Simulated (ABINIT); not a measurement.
# Ni (Im-3m) in ABINIT: notebook

One crystal, Ni, is run at these levels: PBE; tasks: single point.

All numbers are computed with ABINIT 10.8.3 (patched build); they aren't measurements. Logs are shortened: lines on timing, memory, paths and dates and some standing lists are left out, and cuts for length are marked. The log counts tension as positive stress, the text compression.

## 1. The structure

Symmetry: Im-3m, No. 229, cubic system. Conventional cell: a = 2.767 Å, b = 2.767 Å, c = 2.767 Å, α = 90.00°, β = 90.00°, γ = 90.00°. Ni (site symmetry m-3m) has 8 Ni at 2.40 Å as nearest neighbours.

This isn't the form of Ni at room conditions, which is fcc.

## 2. Single point, PBE, collinear spin, ferromagnetic start

File run.abi:

```
# Pseudopotentials
pp_dirpath "./"
pseudos "Ni.GGA_PBE-JTH.xml"

# Structure
acell 3*1.0
rprim
    -2.6148432727     2.6148432727     2.6148432727
     2.6148432727    -2.6148432727     2.6148432727
     2.6148432727     2.6148432727    -2.6148432727
ntypat 1
znucl 28
natom 1
typat 1
xred
     0.0000000000     0.0000000000     0.0000000000

# Plane-wave basis
ecut 41.0
pawecutdg 63.0
pawxcdev 0

# k points
kptopt 1
ngkpt 10 10 10
nshiftk 1
shiftk 0.0 0.0 0.0

# Exchange and correlation
ixc 11

# Bands and occupations
nband 14
occopt 3
tsmear 0.00183747

# Spin
nsppol 2
spinat
     0.0000000000     0.0000000000     2.5000000000

# SCF cycle
nstep 100
tolvrs 1.0e-9

# Output
iomode 3
prtwf 0
prtden 0
prteig 0
prtebands 0
```

Potentials or basis: JTH PAW PBE v2.0.

Started as:

```console
> abinit run.abi > log 2>&1
```

run.abo:

```text
.Version 10.8.3 of ABINIT
 Symmetries : space group Im -3 m (#229); Bravais cI (body-center cubic)
================================================================================
 Values of the parameters that define the memory need of the present run
     intxc =       0    ionmov =       0      iscf =      17    lmnmax =      18
     lnmax =       6     mgfft =      30  mpssoang =       3    mqgrid =    3001
     natom =       1  nloc_mem =       2    nspden =       2   nspinor =       1
    nsppol =       2      nsym =      48    n1xccc =       1    ntypat =       1
    occopt =       3   xclevel =       2
       mpw =         925          nfft =       27000          nkpt =          47
 PAW method is used; the additional fine FFT grid is defined by:
   mgfftf=        36    nfftf =     46656
================================================================================
================================================================================

--------------------------------------------------------------------------------
------------- Echo of variables that govern the present computation ------------
--------------------------------------------------------------------------------
 -outvars: echo values of preprocessed input variables --------
            acell      1.0000000000E+00  1.0000000000E+00  1.0000000000E+00 Bohr
              amu      5.86900000E+01
             ecut      4.10000000E+01 Hartree
              ixc          11
         kptrlatt       10    0    0      0   10    0      0    0   10
          kptrlen      4.52904140E+01
            natom           1
            nband          14
            ngfft          30      30      30
          ngfftdg          36      36      36
             nkpt          47
           nspden           2
           nsppol           2
            nstep         100
             nsym          48
           ntypat           1
           occopt           3
        pawecutdg      6.30000000E+01 Hartree
         pawxcdev           0
           prtden           0
        prtebands           0
           prteig           0
            prtwf           0
            rprim     -2.6148432727E+00  2.6148432727E+00  2.6148432727E+00
                       2.6148432727E+00 -2.6148432727E+00  2.6148432727E+00
                       2.6148432727E+00  2.6148432727E+00 -2.6148432727E+00
          spgroup         229
           spinat      0.0000000000E+00  0.0000000000E+00  2.5000000000E+00
           tolvrs      1.00000000E-09
           tsmear      1.83747000E-03 Hartree
            typat      1
           useylm           1
            znucl       28.00000

================================================================================

 chkinp: Checking input parameters for consistency.

================================================================================
== DATASET  1 ==================================================================

--- !DatasetInfo
iteration_state: {dtset: 1, }
dimensions: {natom: 1, nkpt: 47, mband: 14, nsppol: 2, nspinor: 1, nspden: 2, mpw: 925, }
cutoff_energies: {ecut:  41.0, pawecutdg:  63.0, }
electrons: {nelect:   1.80000000E+01, charge:   0.00000000E+00, occopt:   3.00000000E+00, tsmear:   1.83747000E-03, }
meta: {optdriver: 0, ionmov: 0, optcell: 0, iscf: 17, paral_kgb: 0, }
...

 Exchange-correlation functional for the present dataset will be:
  GGA: Perdew-Burke-Ernzerhof functional - ixc=11
  J.P.Perdew, K.Burke, M.Ernzerhof, PRL 77, 3865 (1996)

 Real(R)+Recip(G) space primitive vectors, cartesian coordinates (Bohr,Bohr^-1):
 R(1)= -2.6148433  2.6148433  2.6148433  G(1)=  0.0000000  0.1912160  0.1912160
 R(2)=  2.6148433 -2.6148433  2.6148433  G(2)=  0.1912160  0.0000000  0.1912160
 R(3)=  2.6148433  2.6148433 -2.6148433  G(3)=  0.1912160  0.1912160  0.0000000
 Unit cell volume ucvol=  7.1514973E+01 bohr^3
 Angles (23,13,12)=  1.09471221E+02  1.09471221E+02  1.09471221E+02 degrees

 Coarse grid specifications (used for wave-functions):

 getcut: wavevector=  0.0000  0.0000  0.0000  ngfft=  30  30  30
         ecut(hartree)=     41.000   => boxcut(ratio)=   2.29804

 getcut : COMMENT -
  Note that boxcut > 2.2 ; recall that boxcut=Gcut(box)/Gcut(sphere) = 2
  is sufficient for exact treatment of convolution.
  Such a large boxcut is a waste : you could raise ecut
  e.g. ecut=   54.130207 Hartrees makes boxcut=2

 Fine grid specifications (used for densities):

 getcut: wavevector=  0.0000  0.0000  0.0000  ngfft=  36  36  36
         ecut(hartree)=     63.000   => boxcut(ratio)=   2.22465

[... 49 lines left out ...]
  sigma(1 1)= -2.81455412E-04  sigma(3 2)=  0.00000000E+00
  sigma(2 2)= -2.81455412E-04  sigma(3 1)=  0.00000000E+00
  sigma(3 3)= -2.81455412E-04  sigma(2 1)=  0.00000000E+00

--- !ResultsGS
iteration_state: {dtset: 1, }
comment   : Summary of ground state results
lattice_vectors:
- [ -2.6148433,   2.6148433,   2.6148433, ]
- [  2.6148433,  -2.6148433,   2.6148433, ]
- [  2.6148433,   2.6148433,  -2.6148433, ]
lattice_lengths: [   4.52904,    4.52904,    4.52904, ]
lattice_angles: [109.471, 109.471, 109.471, ] # degrees, (23, 13, 12)
lattice_volume:   7.1514973E+01
convergence: {deltae:  9.095E-13, res2:  5.757E-11, residm:  1.590E-07, diffor: null, }
etotal    :  -1.70863984E+02
entropy   :   0.00000000E+00
fermie    :   4.34570242E-01
cartesian_stress_tensor: # hartree/bohr^3
- [ -2.81455412E-04,   0.00000000E+00,   0.00000000E+00, ]
- [  0.00000000E+00,  -2.81455412E-04,   0.00000000E+00, ]
- [  0.00000000E+00,   0.00000000E+00,  -2.81455412E-04, ]
pressure_GPa:   8.2807E+00
xred      :
- [  0.0000E+00,   0.0000E+00,   0.0000E+00, Ni]
cartesian_forces: # hartree/bohr
- [ -0.00000000E+00,  -0.00000000E+00,  -0.00000000E+00, ]
force_length_stats: {min:   0.00000000E+00, max:   0.00000000E+00, mean:   0.00000000E+00, }
...

 Integrated electronic and magnetization densities in atomic spheres:
 ------------------------------------------------------------------------------------------------------------
 Radius=ratsph(iatom), smearing ratsm=  0.0000. Diff(up-dn)=approximate z local magnetic moment.
    Atom    Radius    up_density   dn_density  Total(up+dn)  Diff(up-dn)
    1 Ni   1.81432     8.192395     7.673119     15.865514     0.519275
 ------------------------------------------------------------------------------------------------------------
  Sum:                 8.192395     7.673119     15.865514     0.519275
 Total magnetization (from the atomic spheres):                0.519275
 Total magnetization (exact up - dn):                          0.491354

================================================================================

 ----iterations are completed or convergence reached----

 Mean square residual over all n,k,spin=   17.801E-11; max=  15.898E-08
 reduced coordinates (array xred) for    1 atoms
       0.000000000000      0.000000000000      0.000000000000
 rms dE/dt=  0.0000E+00; max dE/dt=  0.0000E+00; dE/dt below (all hartree)
    1       0.000000000000      0.000000000000      0.000000000000

 cartesian coordinates (angstrom) at end:
    1      0.00000000000000     0.00000000000000     0.00000000000000

 cartesian forces (hartree/bohr) at end:
    1     -0.00000000000000    -0.00000000000000    -0.00000000000000
 frms,max,avg= 0.0000000E+00 0.0000000E+00   0.000E+00  0.000E+00  0.000E+00 h/b

 cartesian forces (eV/Angstrom) at end:
    1     -0.00000000000000    -0.00000000000000    -0.00000000000000
 frms,max,avg= 0.0000000E+00 0.0000000E+00   0.000E+00  0.000E+00  0.000E+00 e/A
 length scales=  1.000000000000  1.000000000000  1.000000000000 bohr
              =  0.529177210544  0.529177210544  0.529177210544 angstroms
 Fermi (or HOMO) energy (hartree) =   0.43457   Average Vxc (hartree)=  -0.49270
 Magnetization (Bohr magneton)=  4.91354667E-01
 Total spin up =  9.24567733E+00   Total spin down =  8.75432267E+00
 Eigenvalues (hartree) for nkpt=  47  k points, SPIN UP:
 kpt#   1, nband= 14, wtk=  0.00100, kpt=  0.0000  0.0000  0.0000 (reduced coord)
  -3.36560   -1.90460   -1.90460   -1.90460    0.09709    0.34898    0.34898    0.34898
   0.40368    0.40368    1.40990    1.40990    1.40990    1.59074
      occupation numbers for kpt#   1
   1.00000    1.00000    1.00000    1.00000    1.00000    1.00000    1.00000    1.00000
   1.00000    1.00000    0.00000    0.00000    0.00000    0.00000
 prteigrs : prtvol=0 or 1, do not print more k-points.

 Eigenvalues (hartree) for nkpt=  47  k points, SPIN DOWN:
 kpt#   1, nband= 14, wtk=  0.00100, kpt=  0.0000  0.0000  0.0000 (reduced coord)
  -3.34189   -1.88136   -1.88136   -1.88136    0.09641    0.37165    0.37165    0.37165
   0.41892    0.41892    1.40639    1.40639    1.40639    1.58870
      occupation numbers for kpt#   1
   1.00000    1.00000    1.00000    1.00000    1.00000    1.00000    1.00000    1.00000
   0.99980    0.99980    0.00000    0.00000    0.00000    0.00000
 prteigrs : prtvol=0 or 1, do not print more k-points.

--- !EnergyTerms
iteration_state     : {dtset: 1, }
comment             : Components of total free energy in Hartree
kinetic             :  2.89684479888871E+01
hartree             :  3.94760537451399E+01
xc                  : -6.67209178224450E+00
Ewald energy        : -1.12732534484108E+02
psp_core            :  5.53535129361478E+00
local_psp           : -1.19631235098797E+02
PAW spherical_terms : -5.80738461151452E+00
internal            : -1.70863392949022E+02
'-kT*entropy'       : -5.91123714308853E-04
total_energy        : -1.70863984072737E+02
total_energy_eV     : -4.64944586613038E+03
...

--- !EnergyTermsDC
iteration_state     : {dtset: 1, }
comment             : '"Double-counting" decomposition of free energy'
band_energy         : -1.45474598916691E+01
Ewald energy        : -1.12732534484108E+02
psp_core            :  5.53535129361478E+00
xc_dc               : -3.74670553614599E+01
PAW spherical_terms : -1.16516944364609E+01
internal            : -1.70863392880083E+02
'-kT*entropy'       : -5.91123714308853E-04
total_energy_dc     : -1.70863984003797E+02
total_energy_dc_eV  : -4.64944586425445E+03
...

--- !EnergyTermsWithPAWCore
iteration_state     : {dtset: 1, }
comment             : 'Components of total free energy, including PAW core contributions'
Total energy        : -1.52079152921488E+03
Total energy DC     : -1.52079152914594E+03
Total energy (eV)   : -4.13828457010822E+04
Total energy DC (eV): -4.13828456992062E+04
...

 Cartesian components of stress tensor (hartree/bohr^3)
  sigma(1 1)= -2.81455412E-04  sigma(3 2)=  0.00000000E+00
  sigma(2 2)= -2.81455412E-04  sigma(3 1)=  0.00000000E+00
  sigma(3 3)= -2.81455412E-04  sigma(2 1)=  0.00000000E+00

-Cartesian components of stress tensor (GPa)         [Pressure=  8.2807E+00 GPa]
- sigma(1 1)= -8.28070412E+00  sigma(3 2)=  0.00000000E+00
- sigma(2 2)= -8.28070412E+00  sigma(3 1)=  0.00000000E+00
- sigma(3 3)= -8.28070412E+00  sigma(2 1)=  0.00000000E+00

== END DATASET(S) ==============================================================
================================================================================

 -outvars: echo values of variables after computation  --------
            acell      1.0000000000E+00  1.0000000000E+00  1.0000000000E+00 Bohr
           etotal     -1.7086398400E+02
            fcart     -0.0000000000E+00 -0.0000000000E+00 -0.0000000000E+00
            rprim     -2.6148432727E+00  2.6148432727E+00  2.6148432727E+00
                       2.6148432727E+00 -2.6148432727E+00  2.6148432727E+00
                       2.6148432727E+00  2.6148432727E+00 -2.6148432727E+00
           strten     -2.8145541245E-04 -2.8145541245E-04 -2.8145541245E-04
                       0.0000000000E+00  0.0000000000E+00  0.0000000000E+00
 Calculation completed.
```

Wall time 50 s (1 thread of Arm Neoverse V2, shared host); peak memory 0.13 GiB.

What came out:

* Free energy: -4649.4459 eV
* Pressure: 8.3 GPa
* Band gap on the k mesh: none (metal or under the smearing width)
* Net moment: 0.49 μB per cell
* Site moments: Ni +0.52 μB
* Valence electrons inside the program's atomic spheres: Ni 15.87 (radii [0.9601] Å)

## 3. Single point, PBE, collinear spin, antiferromagnetic start (cell doubled along its third vector)

File run.abi:

```
# Pseudopotentials
pp_dirpath "./"
pseudos "Ni.GGA_PBE-JTH.xml"

# Structure
acell 3*1.0
rprim
    -2.6148432727     2.6148432727     2.6148432727
     2.6148432727    -2.6148432727     2.6148432727
     5.2296865454     5.2296865454    -5.2296865454
ntypat 1
znucl 28
natom 2
typat 1 1
xred
     0.0000000000     0.0000000000     0.0000000000
     0.0000000000     0.0000000000     0.5000000000

# Plane-wave basis
ecut 41.0
pawecutdg 63.0
pawxcdev 0

# k points
kptopt 1
ngkpt 10 10 5
nshiftk 1
shiftk 0.0 0.0 0.0
chksymbreak 0

# Exchange and correlation
ixc 11

# Bands and occupations
nband 23
occopt 3
tsmear 0.00183747

# Spin
nsppol 2
spinat
     0.0000000000     0.0000000000     1.0000000000
     0.0000000000     0.0000000000    -1.0000000000

# SCF cycle
nstep 100
tolvrs 1.0e-9

# Output
iomode 3
prtwf 0
prtden 0
prteig 0
prtebands 0
```

Potentials or basis: JTH PAW PBE v2.0.

Started as:

```console
> abinit run.abi > log 2>&1
```

run.abo:

```text
.Version 10.8.3 of ABINIT
 Magnetic group, Shubnikov type IV
 Fedorov space group Cm m m (# 65)
 Magnetic Bravais lattice oC_A (1-face-centered ortho., 1-face-magnetic, #17)
================================================================================
 Values of the parameters that define the memory need of the present run
     intxc =       0    ionmov =       0      iscf =      17    lmnmax =      18
     lnmax =       6     mgfft =      60  mpssoang =       3    mqgrid =    3001
     natom =       2  nloc_mem =       2    nspden =       2   nspinor =       1
    nsppol =       2      nsym =      16    n1xccc =       1    ntypat =       1
    occopt =       3   xclevel =       2
       mpw =        1825          nfft =       54000          nkpt =          93
 PAW method is used; the additional fine FFT grid is defined by:
   mgfftf=        72    nfftf =     93312
================================================================================
================================================================================

--------------------------------------------------------------------------------
------------- Echo of variables that govern the present computation ------------
--------------------------------------------------------------------------------
 -outvars: echo values of preprocessed input variables --------
            acell      1.0000000000E+00  1.0000000000E+00  1.0000000000E+00 Bohr
              amu      5.86900000E+01
      chksymbreak           0
             ecut      4.10000000E+01 Hartree
                       outvar_i_n : Printing only first  50 k-points.
              ixc          11
                       outvar_i_n : Printing only first  50 k-points.
         kptrlatt       10    0    0      0   10    0      0    0    5
          kptrlen      4.52904140E+01
            natom           2
            nband          23
            ngfft          30      30      60
          ngfftdg          36      36      72
             nkpt          93
           nspden           2
           nsppol           2
            nstep         100
             nsym          16
           ntypat           1
                       prtocc : prtvol=0, do not print more k-points.
                       1.000000  1.000000  1.000000  1.000000  1.000000  1.000000
                       1.000000  1.000000  1.000000  1.000000  1.000000  1.000000
                       1.000000  1.000000  1.000000  1.000000  1.000000  1.000000
                       0.000000  0.000000  0.000000  0.000000  0.000000
                       1.000000  1.000000  1.000000  1.000000  1.000000  1.000000
                       1.000000  1.000000  1.000000  1.000000  1.000000  1.000000
[... 414 lines left out ...]
      occupation numbers for kpt#   1
   1.00000    1.00000    1.00000    1.00000    1.00000    1.00000    1.00000    1.00000
   1.00000    1.00000    1.00000    1.00000    1.00000    1.00000    1.00000    0.99999
   0.99999    0.99982    0.01524    0.00031    0.00000    0.00000    0.00000
 prteigrs : prtvol=0 or 1, do not print more k-points.

--- !EnergyTerms
iteration_state     : {dtset: 1, }
comment             : Components of total free energy in Hartree
kinetic             :  5.79372262419648E+01
hartree             :  7.89482665160539E+01
xc                  : -1.33439246010706E+01
Ewald energy        : -2.25465068968227E+02
psp_core            :  1.10707025872296E+01
local_psp           : -2.39254632920199E+02
PAW spherical_terms : -1.16193401326747E+01
internal            : -3.41726771276923E+02
'-kT*entropy'       : -9.82511663047001E-04
total_energy        : -3.41727753788586E+02
total_energy_eV     : -9.29888589931271E+03
...

--- !EnergyTermsDC
iteration_state     : {dtset: 1, }
comment             : '"Double-counting" decomposition of free energy'
band_energy         : -2.91021486099333E+01
Ewald energy        : -2.25465068968227E+02
psp_core            :  1.10707025872296E+01
xc_dc               : -7.49303006583934E+01
PAW spherical_terms : -2.32999546649675E+01
internal            : -3.41726770314292E+02
'-kT*entropy'       : -9.82511663047001E-04
total_energy_dc     : -3.41727752825955E+02
total_energy_dc_eV  : -9.29888587311818E+03
...

--- !EnergyTermsWithPAWCore
iteration_state     : {dtset: 1, }
comment             : 'Components of total free energy, including PAW core contributions'
Total energy        : -3.04158284407287E+03
Total energy DC     : -3.04158284311024E+03
Total energy (eV)   : -8.27656855692163E+04
Total energy DC (eV): -8.27656855430218E+04
...

 Cartesian components of stress tensor (hartree/bohr^3)
  sigma(1 1)= -2.23198141E-04  sigma(3 2)=  0.00000000E+00
  sigma(2 2)= -2.23198141E-04  sigma(3 1)=  0.00000000E+00
  sigma(3 3)= -2.23198284E-04  sigma(2 1)= -3.20665993E-09

-Cartesian components of stress tensor (GPa)         [Pressure=  6.5667E+00 GPa]
- sigma(1 1)= -6.56671604E+00  sigma(3 2)=  0.00000000E+00
- sigma(2 2)= -6.56671604E+00  sigma(3 1)=  0.00000000E+00
- sigma(3 3)= -6.56672024E+00  sigma(2 1)= -9.43431924E-05

== END DATASET(S) ==============================================================
================================================================================

 -outvars: echo values of variables after computation  --------
            acell      1.0000000000E+00  1.0000000000E+00  1.0000000000E+00 Bohr
           etotal     -3.4172775283E+02
            fcart      1.5084286570E-31  1.5084286570E-31 -1.3989099339E-48
                      -1.5084286570E-31 -1.5084286570E-31  1.3989099339E-48
            rprim     -2.6148432727E+00  2.6148432727E+00  2.6148432727E+00
                       2.6148432727E+00 -2.6148432727E+00  2.6148432727E+00
                       5.2296865454E+00  5.2296865454E+00 -5.2296865454E+00
           strten     -2.2319814148E-04 -2.2319814148E-04 -2.2319828417E-04
                       0.0000000000E+00  0.0000000000E+00 -3.2066599325E-09
           xangst      0.0000000000E+00  0.0000000000E+00  0.0000000000E+00
                       1.3837154691E+00  1.3837154691E+00 -1.3837154691E+00
             xred      0.0000000000E+00  0.0000000000E+00  0.0000000000E+00
                       1.4095506013E-17  1.4095506013E-17  5.0000000000E-01
 Calculation completed.
```

Run time: 11 min. Hardware: 1 thread of Arm Neoverse V2, shared host; peak memory 0.3 GiB.

What came out:

```
Free energy                                           : -9298.8859 eV
Pressure                                              : 6.6 GPa
Band gap on the k mesh                                : none (metal or under the smearing width)
Net moment                                            : 0.00 μB per cell
Valence electrons inside the program's atomic spheres : Ni 15.87 (radii [0.9601] Å)
```

Levels at points of the mesh, in eV from the Fermi level:
Spin up:
```tsv
k point	band 15	band 16	band 17	band 18	band 19	band 20	band 21	band 22
(0.00, 0.00, 0.00)	-0.65	-0.60	-0.60	-0.43	0.21	0.40	6.84	19.24
(0.50, 0.00, 0.00)	-0.43	-0.43	0.21	0.21	0.40	0.40	6.84	6.84
(0.50, 0.50, 0.00)	0.17	0.17	0.17	0.21	0.40	6.84	9.94	9.94
```
Spin down:
| k point | band 15 | band 16 | band 17 | band 18 | band 19 | band 20 | band 21 | band 22 |
| --- | --- | --- | --- | --- | --- | --- | --- | --- |
| (0.00, 0.00, 0.00) | -0.65 | -0.60 | -0.60 | -0.43 | 0.21 | 0.40 | 6.84 | 19.24 |
| (0.50, 0.00, 0.00) | -0.43 | -0.43 | 0.21 | 0.21 | 0.40 | 0.40 | 6.84 | 6.84 |
| (0.50, 0.50, 0.00) | 0.17 | 0.17 | 0.17 | 0.21 | 0.40 | 6.84 | 9.94 | 9.94 |
